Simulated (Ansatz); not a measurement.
AlNi: how the free axis answers a strain

AlNi, Pm-3m, a = 2.862 Å. The structure is a Materials Project entry; whether it is the stable form wasn't checked. Ansatz: PBEsol, PAW, 420 eV, Γ-centred 18×18×18 mesh on 2 atoms, Gaussian smearing 0.10 eV; no spin polarisation. Series: biaxial strain in the a-b plane, c and atoms relaxed; x is the strain in per cent. y is the change of c in per cent of 2.862 Å.

```
x (%) y (%)
 -4.5      ?
 -3.0   4.52
 -1.5   2.14
  0.0   0.00
  1.5  -1.80
  3.0  -3.33
  4.5  -4.73
```

Fit y = c1 x + c2 x² to the other rows, say what c1 measures, and predict the missing y.

Least squares on the rows shown. y = −1.318 x + 0.06150 x². With no stress along c, c1 = −2C12/C11 = -1.318. At x = -4.5 the fit asked for gives 7.18 %. The run gave 7.14 %, so the fit is 0.04 % too high, within the rms miss on the fitted rows (0.04 %).